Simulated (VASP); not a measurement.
# La (Im-3m) in VASP: a series of runs

The runs below take La through single point, with PBE.

Program: VASP 6.6.1. These are calculated values, not measurements. Logs are shortened: lines on timing, memory, paths and dates and some standing lists are left out, and cuts for length are marked.

## 1. Starting point

It takes space group Im-3m (No. 229, cubic). Conventional cell: a = 4.219 Å, b = 4.219 Å, c = 4.219 Å, α = 90.00°, β = 90.00°, γ = 90.00°. La (site symmetry m-3m) is surrounded by 8 La at 3.65 Å.

The cell was built by a generator and needn't be a form met in nature.

## 2. Single point, PBE

Input file INCAR:

```
SYSTEM = La
ALGO = Normal ; EDIFF = 1E-6
ENCUT = 520 ; GGA = PE
ISIF = 2 ; ISMEAR = 0
LASPH = .True. ; LCHARG = .False.
LREAL = .False. ; LWAVE = .False.
NBANDS = 12 ; NELM = 80
PREC = Accurate ; SIGMA = 0.05
```

Input file KPOINTS:

```
k-points
0
Gamma
  14 14 14
  0 0 0
```

Input file POSCAR:

```
La
1.0
   -2.1097480080      2.1097480080      2.1097480080
    2.1097480080     -2.1097480080      2.1097480080
    2.1097480080      2.1097480080     -2.1097480080
La
1
Direct
    0.0000000000      0.0000000000      0.0000000000
```

Potentials or basis: VASP PAW PBE potentials, release 64 (La).

Run with:

```
> cat potpaw_PBE.64/La/POTCAR > POTCAR
> mpirun -np 1 vasp_std > vasp.out
```

OUTCAR:

```text
SYSTEM = La
   EDIFF = 1E-6
   ENCUT = 520
   GGA = PE
   ISIF = 2
   ISMEAR = 0
   LASPH = .True.
   LREAL = .False.
   NELM = 80
   PREC = Accurate

 ion  position               nearest neighbor table
   1  0.000  0.000  0.000-

  LATTYP: Found a body centered cubic cell.
 ALAT       =     4.2194960160

  Lattice vectors:

 A1 = (  -2.1097480080,   2.1097480080,   2.1097480080)
 A2 = (   2.1097480080,  -2.1097480080,   2.1097480080)
 A3 = (   2.1097480080,   2.1097480080,  -2.1097480080)

Analysis of symmetry for initial positions (statically):
=====================================================================
 Subroutine PRICEL returns:
 Original cell was already a primitive cell.

 Routine SETGRP: Setting up the symmetry group for a
 body centered cubic supercell.

 Subroutine GETGRP returns: Found 48 space group operations
 (whereof 48 operations were pure point group operations)
 out of a pool of 48 trial point group operations.

The static configuration has the point symmetry O_h .

Analysis of symmetry for dynamics (positions and initial velocities):
=====================================================================
 Subroutine PRICEL returns:
 Original cell was already a primitive cell.

 Routine SETGRP: Setting up the symmetry group for a
 body centered cubic supercell.

 Subroutine GETGRP returns: Found 48 space group operations
 (whereof 48 operations were pure point group operations)
 out of a pool of 48 trial point group operations.

The dynamic configuration has the point symmetry O_h .

 Subroutine INISYM returns: Found 48 space group operations
 (whereof 48 operations are pure point group operations),
 and found     1 'primitive' translations

----------------------------------------------------------------------------------------

                                     Primitive cell

  volume of cell :      37.5623

  direct lattice vectors                    reciprocal lattice vectors
    -2.109748008  2.109748008  2.109748008     0.000000000  0.236995128  0.236995128
     2.109748008 -2.109748008  2.109748008     0.236995128  0.000000000  0.236995128
     2.109748008  2.109748008 -2.109748008     0.236995128  0.236995128  0.000000000

  length of vectors
     3.654190741  3.654190741  3.654190741     0.335161725  0.335161725  0.335161725

  position of ions in fractional coordinates (direct lattice)
     0.000000000  0.000000000  0.000000000

  ion indices of the primitive-cell ions
   primitive index   ion index
                 1           1

----------------------------------------------------------------------------------------

 KPOINTS: k-points

Automatic generation of k-mesh.
 Grid dimensions read from file:
 generate k-points for:   14   14   14

 Generating k-lattice:

  Cartesian coordinates                     Fractional coordinates (reciprocal lattice)
     0.000000000  0.016928223  0.016928223     0.071428571  0.000000000  0.000000000
     0.016928223  0.000000000  0.016928223     0.000000000  0.071428571  0.000000000
     0.016928223  0.016928223  0.000000000     0.000000000  0.000000000  0.071428571

  Length of vectors
     0.023940123  0.023940123  0.023940123

  Shift w.r.t. Gamma in fractional coordinates (k-lattice)
     0.000000000  0.000000000  0.000000000

 Subroutine IBZKPT returns following result:
 ===========================================

 Found    104 irreducible k-points:

 Following reciprocal coordinates:
            Coordinates               Weight
  0.000000  0.000000  0.000000      1.000000
  0.071429  0.000000  0.000000     12.000000
  0.142857  0.000000  0.000000     12.000000
  0.214286  0.000000  0.000000     12.000000
  0.285714  0.000000  0.000000     12.000000
  0.357143  0.000000  0.000000     12.000000
[... 16 lines left out ...]
  0.285714  0.285714  0.000000     24.000000
  0.357143  0.285714  0.000000     24.000000
 [... further k-points ...]
   k-points           NKPTS =    104   k-points in BZ     NKDIM =    104   number of bands    NBANDS=     12
   number of dos      NEDOS =    301   number of ions     NIONS =      1
   total plane-waves  NPLWV =  21952
   dimension x,y,z NGX =    28 NGY =   28 NGZ =   28
   dimension x,y,z NGXF=    56 NGYF=   56 NGZF=   56
   ions per type =               1
   NGX,Y,Z   is equivalent  to a cutoff of  12.74, 12.74, 12.74 a.u.
   NGXF,Y,Z  is equivalent  to a cutoff of  25.48, 25.48, 25.48 a.u.
 SYSTEM =  La
   PREC   = accura    normal or accurate (medium, high low for compatibility)
   ISTART =      0    job   : 0-new  1-cont  2-samecut
   ICHARG =      2    charge: 1-file 2-atom 10-const
   ISPIN  =      1    spin polarized calculation?
   LNONCOLLINEAR =      F non collinear calculations
   LSORBIT =      F    spin-orbit coupling
   LASPH  =      T    aspherical Exc in radial PAW
   ENCUT  =  520.0 eV  38.22 Ry    6.18 a.u.   6.79  6.79  6.79*2*pi/ulx,y,z
   NELM   =     80;   NELMIN=  2; NELMDL= -5     # of ELM steps
   EDIFF  = 0.1E-05   stopping-criterion for ELM
   LREAL  =      F    real-space projection
   EDIFFG = 0.1E-04   stopping-criterion for IOM
   NSW    =      0    number of steps for IOM
   IBRION =     -1    ionic relax: 0-MD 1-quasi-New 2-CG
   NFREE  =      0    steps in history (QN), initial steepest desc. (CG)
   ISIF   =      2    stress and relaxation
   ISYM   =      2    0-nonsym 1-usesym 2-fastsym
   POTIM  = 0.5000    time-step for ionic-motion
   TEBEG  =    0.0;   TEEND  =   0.0 temperature during run
   PSTRESS=    0.0 pullay stress
   NELECT =      11.0000    total number of electrons
   NUPDOWN=      -1.0000    fix difference up-down
   EMIN   =  10.00;   EMAX   =-10.00  energy-range for DOS
   EFERMI =   0.00;   METHOD = LEGACY
   ISMEAR =     0;   SIGMA  =   0.05  broadening in eV -4-tet -1-fermi 0-gaus
   EFERMI_NEDOS =   21; number of points for ismear=-14 and -15
   IALGO  =     38    algorithm
   IMIX   =      4    mixing-type and parameters
     AMIX     =   0.40;   BMIX     =  1.00
     AMIX_MAG =   1.60;   BMIX_MAG =  1.00
  volume/ion in A,a.u.               =      37.56       253.48
  Fermi-wavevector in a.u.,A,eV,Ry     =   1.087148  2.054411 16.080586  1.181890
  Thomas-Fermi vector in A             =   2.223300
   LORBIT       =      0    0 simple, 1 ext, 2 COOP (PROOUT), +10 PAW based schemes
   GGA     = PE    functional components
   LHFCALC =     F    Hartree Fock is set to
   AEXX    =    0.0000 exact exchange contribution
   IVDW    =     0    specifies the selected vdW correction
   LEPSILON=     F    determine dielectric tensor
   LRPA    =     F    only Hartree local field effects (RPA)
 non-spin polarized calculation
 Gauss-broadening in eV      SIGMA  =   0.05
  energy-cutoff  :      520.00
  volume of cell :       37.56
 maximum number of plane-waves:      1048
   NGX = 13   NGY = 13   NGZ = 13

 number of electron      11.0000000 magnetization

 Free energy of the ion-electron system (eV)
  ---------------------------------------------------
  ext. energy  EPLUGINS =         0.00000000
  ---------------------------------------------------
  free energy    TOTEN  =        -4.75670991 eV

  energy without entropy =       -4.75186886  energy(sigma->0) =       -4.75428939

 E-fermi :   7.7600     XC(G=0):  -9.5155

 val. band max:        7.7570769364   @ k =   0.3571   0.2143   0.0000
 cond. band min:       7.7653870247   @ k =   0.2857   0.1429  -0.0000
 fundamental gap:      0.0083100883
 Fermi energy:         7.7599868577

 k-point     1 :       0.0000    0.0000    0.0000
  band No.  band energies     occupation
      1     -25.1526      2.00000
      2      -8.1583      2.00000
      3      -8.1583      2.00000
      4      -8.1583      2.00000
      5       4.5691      2.00000
      6       9.2304      0.00000
      7       9.2304      0.00000
      8       9.2304      0.00000
      9       9.2497      0.00000
     10       9.2497      0.00000
     11       9.2497      0.00000
     12       9.9702      0.00000

 k-point     2 :       0.0714    0.0000    0.0000
  band No.  band energies     occupation
      1     -25.1431      2.00000
      2      -8.2330      2.00000
      3      -8.1801      2.00000
      4      -8.1591      2.00000
      5       4.7284      2.00000
      6       8.9531      0.00000
      7       8.9534      0.00000
      8       9.2437      0.00000
      9       9.2875      0.00000
     10       9.4596      0.00000
     11       9.4629      0.00000
     12       9.9736      0.00000

 k-point     3 :       0.1429    0.0000    0.0000
  band No.  band energies     occupation
      1     -25.1160      2.00000
      2      -8.4364      2.00000
      3      -8.2404      2.00000
      4      -8.1617      2.00000
      5       5.1599      2.00000
      6       8.6229      0.00000
      7       8.6264      0.00000
      8       9.2306      0.00000
      9       9.3983      0.00000
     10       9.5936      0.00000
     11       9.6196      0.00000
     12       9.9190      0.00000
[... 286 lines left out ...]
 k-point    23 :       0.2857    0.2857    0.0000
  band No.  band energies     occupation
      1     -24.9355      2.00000
      2      -9.2363      2.00000
      3      -8.8879      2.00000
      4      -8.3222      2.00000
      5       7.0024      2.00000
      6       7.8362      0.03112
      7       8.5294      0.00000
      8       9.4824      0.00000
      9       9.4911      0.00000
     10       9.6948      0.00000
     11       9.8462      0.00000
     12       9.9282      0.00000

 k-point    24 :       0.3571    0.2857    0.0000
  band No.  band energies     occupation
      1     -24.9292      2.00000
      2      -9.1880      2.00000
      3      -8.9863      2.00000
      4      -8.3290      2.00000
      5       7.0318      2.00000
      6       7.9777      0.00000
      7       8.4394      0.00000
      8       9.4686      0.00000
      9       9.5569      0.00000
     10       9.6559      0.00000
     11       9.8834      0.00000
     12       9.8883      0.00000

 [... further k-points ...]

------------------------ aborting loop because EDIFF is reached ----------------------------------------

  FORCE on cell =-STRESS in cart. coord.  units (eV):
  Direction    XX          YY          ZZ          XY          YZ          ZX
  --------------------------------------------------------------------------------------
  -------------------------------------------------------------------------------------
  Total        0.0060989      0.0060989      0.0060989      0.0000000      0.0000000     -0.0000000
  in kB        0.2601414      0.2601414      0.2601414      0.0000000      0.0000000     -0.0000000
  external PRESSURE =       0.2601414 kB  Pullay stress =       0.0000000 kB

 VOLUME and BASIS-vectors are now :
 -----------------------------------------------------------------------------
  energy-cutoff  :      520.00
  volume of cell :       37.56
      direct lattice vectors                 reciprocal lattice vectors
    -2.109748008  2.109748008  2.109748008     0.000000000  0.236995128  0.236995128
     2.109748008 -2.109748008  2.109748008     0.236995128  0.000000000  0.236995128
     2.109748008  2.109748008 -2.109748008     0.236995128  0.236995128  0.000000000

 POSITION                                       TOTAL-FORCE (eV/Angst)
 -----------------------------------------------------------------------------------
      0.00000      0.00000      0.00000        -0.000000      0.000000     -0.000000
 -----------------------------------------------------------------------------------
    total drift:                               -0.000000      0.000000     -0.000000

  FREE ENERGIE OF THE ION-ELECTRON SYSTEM (eV)
  ---------------------------------------------------
  free  energy   TOTEN  =        -4.7567099118 eV

  energy  without entropy=       -4.7518688613  energy(sigma->0) =       -4.75428939
```

It took 66 s on 1 thread of Intel Xeon Platinum 8375C at 2.90GHz (Ice Lake), shared host; peak memory 0.2 GiB.

Results:

```yaml
Free_energy: -4.7567 eV
Pressure: 0.0 GPa
Band_gap_on_the_k_mesh: none (metal or under the smearing width)
```

The run has no spin-orbit coupling, so splittings on La are missing.

## 3. Single point, PBE

This run uses another cell than the first one, of 37.33 Å³/atom, 0.994 times its volume.

Input file INCAR:

```
  ALGO = Normal
  EDIFF = 1E-7
  ENCUT = 520
  GGA = PE
  ISIF = 2
  ISMEAR = 0
  LASPH = T
  LCHARG = F
  LREAL = F
  LWAVE = F
  NBANDS = 12
  NELM = 100
  PREC = Accurate
  SIGMA = 0.05
```

Input file KPOINTS:

```
k-points
0
Gamma
  14 14 14
```

Input file POSCAR:

```
La
1.0
   -2.1053195634      2.1053195634      2.1053195634
    2.1053195634     -2.1053195634      2.1053195634
    2.1053195634      2.1053195634     -2.1053195634
La
1
Direct
    0.0000000000      0.0000000000      0.0000000000
```

Potentials or basis: VASP PAW PBE potentials, release 64 (La).

Run with:

```
> cat potpaw_PBE.64/La/POTCAR > POTCAR
> mpirun -np 1 vasp_std > vasp.out
```

Run time: 60 s. Hardware: 1 thread of Intel Xeon Platinum 8375C at 2.90GHz (Ice Lake), shared host; peak memory 0.2 GiB.

The run converged. Its results:

```yaml
Free_energy: -4.7565 eV
Pressure: 0.2 GPa
Band_gap_on_the_k_mesh: none (metal or under the smearing width)
```

Levels at points of the mesh, in eV from the Fermi level:
| k point | band 2 | band 3 | band 4 | band 5 | band 6 | band 7 | band 8 | band 9 |
| --- | --- | --- | --- | --- | --- | --- | --- | --- |
| (0.00, 0.00, 0.00) | -15.90 | -15.90 | -15.90 | -3.19 | 1.48 | 1.48 | 1.48 | 1.50 |
| (0.50, 0.00, 0.00) | -17.25 | -16.32 | -15.92 | -1.80 | -0.19 | 1.50 | 1.58 | 1.84 |
| (0.50, 0.50, 0.50) | -16.81 | -16.81 | -16.81 | -1.87 | -1.87 | 1.64 | 1.80 | 1.80 |

Spin-orbit coupling is left out, which matters for the levels of La.

[end of part 1 of 2]
